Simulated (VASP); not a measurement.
# SrCl (Pm-3m) in VASP: density of states with PBE

Aim: the density of states of SrCl with PBE.

All numbers are computed with VASP 6.6.1; they aren't measurements. Logs are shortened: lines on timing, memory, paths and dates and some standing lists are left out, and cuts for length are marked.

### Step 1. The structure

The structure is cubic, space group Pm-3m (No. 221). Conventional cell: a = 3.913 Å, b = 3.913 Å, c = 3.913 Å, α = 90.00°, β = 90.00°, γ = 90.00°. Sr (site symmetry m-3m) has 8 Cl at 3.39 Å as nearest neighbours. Cl (site symmetry m-3m) has 8 Sr at 3.39 Å as nearest neighbours.

The cell was built by a generator and needn't be a form met in nature.

### Step 2. Density of states, PBE

POSCAR

```
SrCl
1.0
    3.9129110000      0.0000000000      0.0000000000
    0.0000000000      3.9129110000      0.0000000000
    0.0000000000      0.0000000000      3.9129110000
Sr Cl
1 1
Direct
    0.0000000000      0.0000000000      0.0000000000
    0.5000000000      0.5000000000      0.5000000000
```

INCAR.step1

```
SYSTEM = SrCl
PREC = Accurate
ENCUT = 520
EDIFF = 1E-6
ISMEAR = 1
SIGMA = 0.0539
LREAL = .FALSE.
LASPH = .TRUE.
NELM = 100
ALGO = Fast
ISIF = 2
LWAVE = .FALSE.
LCHARG = .TRUE.
GGA = PE
NBANDS = 16
```

KPOINTS.step1

```
regular mesh
0
G
  9 9 9
  0 0 0
```

INCAR.step2

```
SYSTEM = SrCl
PREC = Accurate
ENCUT = 520
EDIFF = 1E-6
ISMEAR = -5
SIGMA = 0.0539
LREAL = .FALSE.
LASPH = .TRUE.
NELM = 100
ALGO = Fast
ISIF = 2
LWAVE = .FALSE.
LCHARG = .FALSE.
GGA = PE
LORBIT = 11
NBANDS = 16
NEDOS = 2001
ICHARG = 11
```

KPOINTS.step2

```
regular mesh
0
G
  14 14 14
  0 0 0
```

Potentials or basis: VASP PAW PBE potentials, release 64 (Sr_sv, Cl).

The run is started by

```console
> cat potpaw_PBE.64/Sr_sv/POTCAR potpaw_PBE.64/Cl/POTCAR > POTCAR
> cp INCAR.step1 INCAR
> cp KPOINTS.step1 KPOINTS
> mpirun -np 1 vasp_std > vasp.out
> cp INCAR.step2 INCAR
> cp KPOINTS.step2 KPOINTS
> mpirun -np 1 vasp_std > vasp.out
```

OUTCAR:

```text
SYSTEM = SrCl
   PREC = Accurate
   ENCUT = 520
   EDIFF = 1E-6
   ISMEAR = -5
   LREAL = .FALSE.
   LASPH = .TRUE.
   NELM = 100
   ISIF = 2
   GGA = PE
   LORBIT = 11
   ICHARG = 11

 ion  position               nearest neighbor table
   1  0.000  0.000  0.000-   2 3.39   2 3.39   2 3.39   2 3.39   2 3.39   2 3.39   2 3.39   2 3.39

   2  0.500  0.500  0.500-   1 3.39   1 3.39   1 3.39   1 3.39   1 3.39   1 3.39   1 3.39   1 3.39

  LATTYP: Found a simple cubic cell.
 ALAT       =     3.9129110000

  Lattice vectors:

 A1 = (   3.9129110000,   0.0000000000,   0.0000000000)
 A2 = (   0.0000000000,   3.9129110000,   0.0000000000)
 A3 = (   0.0000000000,   0.0000000000,   3.9129110000)

Analysis of symmetry for initial positions (statically):
=====================================================================
 Subroutine PRICEL returns:
 Original cell was already a primitive cell.

 Routine SETGRP: Setting up the symmetry group for a
 simple cubic supercell.

 Subroutine GETGRP returns: Found 48 space group operations
 (whereof 48 operations were pure point group operations)
 out of a pool of 48 trial point group operations.

The static configuration has the point symmetry O_h .

Analysis of symmetry for dynamics (positions and initial velocities):
=====================================================================
 Subroutine PRICEL returns:
 Original cell was already a primitive cell.

 Routine SETGRP: Setting up the symmetry group for a
 simple cubic supercell.

 Subroutine GETGRP returns: Found 48 space group operations
 (whereof 48 operations were pure point group operations)
 out of a pool of 48 trial point group operations.

The dynamic configuration has the point symmetry O_h .

 Subroutine INISYM returns: Found 48 space group operations
 (whereof 48 operations are pure point group operations),
 and found     1 'primitive' translations

----------------------------------------------------------------------------------------

                                     Primitive cell

  volume of cell :      59.9101

  direct lattice vectors                    reciprocal lattice vectors
     3.912911000  0.000000000  0.000000000     0.255564208  0.000000000  0.000000000
     0.000000000  3.912911000  0.000000000     0.000000000  0.255564208  0.000000000
     0.000000000  0.000000000  3.912911000     0.000000000  0.000000000  0.255564208

  length of vectors
     3.912911000  3.912911000  3.912911000     0.255564208  0.255564208  0.255564208

  position of ions in fractional coordinates (direct lattice)
     0.000000000  0.000000000  0.000000000
     0.500000000  0.500000000  0.500000000

  ion indices of the primitive-cell ions
   primitive index   ion index
                 1           1
                 2           2

----------------------------------------------------------------------------------------

 KPOINTS: regular mesh

Automatic generation of k-mesh.
 Grid dimensions read from file:
 generate k-points for:   14   14   14

 Generating k-lattice:

  Cartesian coordinates                     Fractional coordinates (reciprocal lattice)
     0.018254586  0.000000000  0.000000000     0.071428571  0.000000000  0.000000000
     0.000000000  0.018254586  0.000000000     0.000000000  0.071428571  0.000000000
     0.000000000  0.000000000  0.018254586     0.000000000  0.000000000  0.071428571

  Length of vectors
     0.018254586  0.018254586  0.018254586

  Shift w.r.t. Gamma in fractional coordinates (k-lattice)
     0.000000000  0.000000000  0.000000000

 TETIRR: Found   1360 inequivalent tetrahedra from    16464

 Subroutine IBZKPT returns following result:
 ===========================================

 Found    120 irreducible k-points:

 Following reciprocal coordinates:
            Coordinates               Weight
  0.000000  0.000000  0.000000      1.000000
  0.071429  0.000000  0.000000      6.000000
  0.142857  0.000000  0.000000      6.000000
  0.214286  0.000000  0.000000      6.000000
  0.285714  0.000000  0.000000      6.000000
  0.357143  0.000000  0.000000      6.000000
[... 16 lines left out ...]
  0.285714  0.214286  0.000000     24.000000
  0.357143  0.214286  0.000000     24.000000
 [... further k-points ...]
   k-points           NKPTS =    120   k-points in BZ     NKDIM =    120   number of bands    NBANDS=     16
   number of dos      NEDOS =   2001   number of ions     NIONS =      2
   total plane-waves  NPLWV =  27000
   dimension x,y,z NGX =    30 NGY =   30 NGZ =   30
   dimension x,y,z NGXF=    60 NGYF=   60 NGZF=   60
   ions per type =               1   1
   NGX,Y,Z   is equivalent  to a cutoff of  12.75, 12.75, 12.75 a.u.
   NGXF,Y,Z  is equivalent  to a cutoff of  25.49, 25.49, 25.49 a.u.
 SYSTEM =  SrCl
   PREC   = accura    normal or accurate (medium, high low for compatibility)
   ISTART =      0    job   : 0-new  1-cont  2-samecut
   ICHARG =     11    charge: 1-file 2-atom 10-const
   ISPIN  =      1    spin polarized calculation?
   LNONCOLLINEAR =      F non collinear calculations
   LSORBIT =      F    spin-orbit coupling
   LASPH  =      T    aspherical Exc in radial PAW
   ENCUT  =  520.0 eV  38.22 Ry    6.18 a.u.   7.28  7.28  7.28*2*pi/ulx,y,z
   NELM   =    100;   NELMIN=  2; NELMDL=  0     # of ELM steps
   EDIFF  = 0.1E-05   stopping-criterion for ELM
   LREAL  =      F    real-space projection
[... 7 lines left out ...]
   TEBEG  =    0.0;   TEEND  =   0.0 temperature during run
   PSTRESS=    0.0 pullay stress
   NELECT =      17.0000    total number of electrons
   NUPDOWN=      -1.0000    fix difference up-down
   EMIN   =  10.00;   EMAX   =-10.00  energy-range for DOS
   EFERMI =   0.00;   METHOD = LEGACY
   ISMEAR =    -5;   SIGMA  =   0.05  broadening in eV -4-tet -1-fermi 0-gaus
   EFERMI_NEDOS =   21; number of points for ismear=-14 and -15
   IALGO  =     68    algorithm
   IMIX   =      4    mixing-type and parameters
     AMIX     =   0.40;   BMIX     =  1.00
     AMIX_MAG =   1.60;   BMIX_MAG =  1.00
  volume/ion in A,a.u.               =      29.96       202.15
  Fermi-wavevector in a.u.,A,eV,Ry     =   1.075783  2.032934 15.746133  1.157308
  Thomas-Fermi vector in A             =   2.211649
   LORBIT       =     11    0 simple, 1 ext, 2 COOP (PROOUT), +10 PAW based schemes
   GGA     = PE    functional components
   LHFCALC =     F    Hartree Fock is set to
   AEXX    =    0.0000 exact exchange contribution
   IVDW    =     0    specifies the selected vdW correction
   LEPSILON=     F    determine dielectric tensor
   LRPA    =     F    only Hartree local field effects (RPA)
 non-spin polarized calculation
 RMM-DIIS sequential band-by-band and
 Fermi weights with tetrahedron method with Bloechl corrections
  energy-cutoff  :      520.00
  volume of cell :       59.91
 maximum number of plane-waves:      1640
 NGX is ok and might be reduce to    30

 number of electron      16.9999998 magnetization

 Free energy of the ion-electron system (eV)
  ---------------------------------------------------
  ext. energy  EPLUGINS =         0.00000000
  ---------------------------------------------------
  free energy    TOTEN  =        -6.01362854 eV

  energy without entropy =       -6.01362854  energy(sigma->0) =       -6.01362854

 E-fermi :   5.0178     XC(G=0):  -8.6945

 val. band max:        5.0137245575   @ k =   0.2857   0.2143   0.0714
 cond. band min:       5.0082822779   @ k =   0.2857   0.0714   0.0714
 fundamental gap:     -0.0054422797
 Fermi energy:         5.0178403740

 k-point     1 :       0.0000    0.0000    0.0000
  band No.  band energies     occupation
      1     -32.4636      2.00000
      2     -14.3673      2.00000
      3     -14.3673      2.00000
      4     -14.3673      2.00000
      5     -12.9447      2.00000
      6      -0.6663      2.00000
[... 8 lines left out ...]
     15      12.5469      0.00000
     16      12.5469      0.00000

 k-point     2 :       0.0714    0.0000    0.0000
  band No.  band energies     occupation
      1     -32.4628      2.00000
      2     -14.3904      2.00000
      3     -14.3660      2.00000
      4     -14.3660      2.00000
      5     -12.9247      2.00000
      6      -0.7846      2.00000
[... 8 lines left out ...]
     15      12.2856      0.00000
     16      12.5964      0.00000

 k-point     3 :       0.1429    0.0000    0.0000
  band No.  band energies     occupation
      1     -32.4606      2.00000
      2     -14.4522      2.00000
      3     -14.3623      2.00000
      4     -14.3623      2.00000
      5     -12.8711      2.00000
      6      -1.0803      2.00000
[... 8 lines left out ...]
     15      11.6725      0.00000
     16      12.6663      0.00000

 k-point     4 :       0.2143    0.0000    0.0000
  band No.  band energies     occupation
      1     -32.4575      2.00000
      2     -14.5357      2.00000
      3     -14.3569      2.00000
      4     -14.3569      2.00000
      5     -12.7986      2.00000
      6      -1.4447      2.00000
[... 8 lines left out ...]
     15      10.9496      0.00000
     16      12.4732      0.00000

 k-point     5 :       0.2857    0.0000    0.0000
  band No.  band energies     occupation
      1     -32.4540      2.00000
      2     -14.6220      2.00000
      3     -14.3509      2.00000
      4     -14.3509      2.00000
      5     -12.7233      2.00000
      6      -1.7933      2.00000
[... 8 lines left out ...]
     15      10.2544      0.00000
     16      11.8905      0.00000

 k-point     6 :       0.3571    0.0000    0.0000
  band No.  band energies     occupation
      1     -32.4508      2.00000
      2     -14.6952      2.00000
      3     -14.3454      2.00000
      4     -14.3454      2.00000
      5     -12.6591      2.00000
      6      -2.0731      2.00000
[... 8 lines left out ...]
     15       9.6701      0.00000
     16      11.2393      0.00000
[... 267 lines left out ...]
 k-point    21 :       0.5000    0.1429    0.0000
  band No.  band energies     occupation
      1     -32.4450      2.00000
      2     -14.7313      2.00000
      3     -14.3896      2.00000
      4     -14.3361      2.00000
      5     -12.6191      2.00000
      6      -2.1930      2.00000
[... 8 lines left out ...]
     15       9.9779      0.00000
     16      10.2896      0.00000

 k-point    22 :       0.2143    0.2143    0.0000
  band No.  band energies     occupation
      1     -32.4514      2.00000
      2     -14.5396      2.00000
      3     -14.4570      2.00000
      4     -14.3470      2.00000
      5     -12.7311      2.00000
      6      -1.4874      2.00000
[... 8 lines left out ...]
     15      11.0068      0.00000
     16      11.7438      0.00000

 k-point    23 :       0.2857    0.2143    0.0000
  band No.  band energies     occupation
      1     -32.4480      2.00000
      2     -14.5883      2.00000
      3     -14.4631      2.00000
      4     -14.3414      2.00000
      5     -12.6960      2.00000
      6      -1.6710      2.00000
[... 8 lines left out ...]
     15      10.6859      0.00000
     16      11.5732      0.00000

 k-point    24 :       0.3571    0.2143    0.0000
  band No.  band energies     occupation
      1     -32.4449      2.00000
      2     -14.6447      2.00000
      3     -14.4536      2.00000
      4     -14.3363      2.00000
      5     -12.6661      2.00000
      6      -1.8723      2.00000
[... 8 lines left out ...]
     15      10.4690      0.00000
     16      11.2677      0.00000

 [... further k-points ...]

------------------------ aborting loop because EDIFF is reached ----------------------------------------

  FORCE on cell =-STRESS in cart. coord.  units (eV):
  Direction    XX          YY          ZZ          XY          YZ          ZX
  --------------------------------------------------------------------------------------
  -------------------------------------------------------------------------------------
  Total       -0.0445643     -0.0445643     -0.0445643      0.0000000      0.0000000     -0.0000000
  in kB       -1.1917850     -1.1917850     -1.1917850      0.0000000      0.0000000     -0.0000000
  external PRESSURE =      -1.1917850 kB  Pullay stress =       0.0000000 kB

 VOLUME and BASIS-vectors are now :
 -----------------------------------------------------------------------------
  energy-cutoff  :      520.00
  volume of cell :       59.91
      direct lattice vectors                 reciprocal lattice vectors
     3.912911000  0.000000000  0.000000000     0.255564208  0.000000000  0.000000000
     0.000000000  3.912911000  0.000000000     0.000000000  0.255564208  0.000000000
     0.000000000  0.000000000  3.912911000     0.000000000  0.000000000  0.255564208

 POSITION                                       TOTAL-FORCE (eV/Angst)
 -----------------------------------------------------------------------------------
      0.00000      0.00000      0.00000         0.000000      0.000000      0.000000
      1.95646      1.95646      1.95646         0.000000      0.000000      0.000000
 -----------------------------------------------------------------------------------
    total drift:                                0.000000      0.000000     -0.000000

  FREE ENERGIE OF THE ION-ELECTRON SYSTEM (eV)
  ---------------------------------------------------
  free  energy   TOTEN  =        -6.0136285390 eV

  energy  without entropy=       -6.0136285390  energy(sigma->0) =       -6.01362854

 total charge

# of ion       s       p       d       tot
------------------------------------------
    1        2.043   5.706   0.230   7.979
    2        1.611   3.482   0.000   5.093
--------------------------------------------------
tot          3.654   9.188   0.230  13.072
```

It took 52 s on 1 thread of Intel Xeon 6975P-C (Granite Rapids), shared host; peak memory 0.24 GiB.

Results:

| Property | Result |
| --- | --- |
| Valence electrons inside the program's atomic spheres | Sr 7.98; Cl 5.09 |

Levels at points of the mesh, in eV from the Fermi level:
| k point | band 5 | band 6 | band 7 | band 8 | band 9 | band 10 | band 11 | band 12 |
| --- | --- | --- | --- | --- | --- | --- | --- | --- |
| (0.00, 0.00, 0.00) | -17.96 | -5.68 | -5.68 | -5.68 | -1.95 | -0.62 | -0.62 | 3.58 |
| (0.50, 0.00, 0.00) | -17.62 | -7.33 | -5.74 | -5.74 | 0.30 | 1.21 | 1.45 | 3.30 |
| (0.50, 0.50, 0.00) | -17.73 | -6.64 | -6.64 | -5.49 | -0.83 | 0.35 | 1.91 | 1.91 |
| (0.50, 0.50, 0.50) | -17.60 | -6.85 | -6.85 | -6.85 | 2.59 | 2.59 | 2.59 | 2.78 |

States per cell in windows of 1 eV (zero at the Fermi level; states under -8 eV left out):
| from (eV) | total | Sr1_d | Cl2_p | Sr1_p | Sr1_s | Cl2_s | Cl2_d |
| --- | --- | --- | --- | --- | --- | --- | --- |
| -8.0 | 0.23 | 0.00 | 0.11 | 0.00 | 0.00 | 0.00 | 0.00 |
| -7.0 | 3.81 | 0.03 | 2.08 | 0.04 | 0.02 | 0.00 | 0.00 |
| -6.0 | 1.99 | 0.01 | 1.26 | 0.01 | 0.00 | 0.00 | 0.00 |
| -5.0 | 0.00 | 0.00 | 0.00 | 0.00 | 0.00 | 0.00 | 0.00 |
| -4.0 | 0.00 | 0.00 | 0.00 | 0.00 | 0.00 | 0.00 | 0.00 |
| -3.0 | 0.00 | 0.00 | 0.00 | 0.00 | 0.00 | 0.00 | 0.00 |
| -2.0 | 0.06 | 0.00 | 0.00 | 0.00 | 0.01 | 0.01 | 0.00 |
| -1.0 | 0.88 | 0.17 | 0.04 | 0.01 | 0.05 | 0.02 | 0.00 |
| 0.0 | 2.58 | 0.65 | 0.11 | 0.06 | 0.08 | 0.05 | 0.00 |
| 1.0 | 2.25 | 0.69 | 0.09 | 0.08 | 0.03 | 0.03 | 0.00 |
| 2.0 | 3.22 | 1.32 | 0.22 | 0.06 | 0.03 | 0.00 | 0.00 |
| 3.0 | 2.85 | 1.16 | 0.22 | 0.11 | 0.02 | 0.01 | 0.00 |
| 4.0 | 0.24 | 0.03 | 0.02 | 0.02 | 0.00 | 0.00 | 0.00 |
| 5.0 | 1.81 | 0.70 | 0.03 | 0.06 | 0.07 | 0.01 | 0.00 |
| 6.0 | 1.91 | 0.50 | 0.04 | 0.12 | 0.03 | 0.01 | 0.00 |
| 7.0 | 0.20 | 0.04 | 0.01 | 0.01 | 0.00 | 0.00 | 0.00 |

Caveat: an odd number of electrons without spin polarisation forces a metal; a magnetic or distorted state may lie lower; tetrahedron occupations give inexact forces and stress in metals.
